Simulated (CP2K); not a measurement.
NbAs:

```
Nb As
1.0
     3.45170    0.00000    0.00000
     0.00000    3.45170    0.00000
    -1.72585   -1.72585    5.84000
Nb As
2 2
Direct
  0.00000 0.50000 0.00000
  0.25000 0.25000 0.50000
  0.58400 0.08400 0.16800
  0.83400 0.83400 0.66800
```

Base run:

- Program: CP2K 2026.2
- Functional: LDA
- Potentials or basis: POTENTIAL_UZH Nb GTH-PBE-q13, As GTH-PBE-q5; TZVP-MOLOPT-PBE-GTH basis
- Density cutoff: 9184 eV
- k mesh: 8 × 8 × 8
- Occupations: fermi-dirac, width 0.05 eV
- Spin: no spin polarisation

Its results: pressure 0.0 GPa; largest force 0.311 eV/Å.

The run is repeated on the same cell with these changes: functional from LDA to PBE. What comes out?

Pressure 5.3 GPa; largest force 0.313 eV/Å.

PBE binds less tightly than LDA, so the same cell stands under more pressure.

Caveats: the basis of atomic orbitals isn't converged, which shifts pressures, moduli and gaps; the potentials were made for another functional, which shifts forces and pressure (some runs).
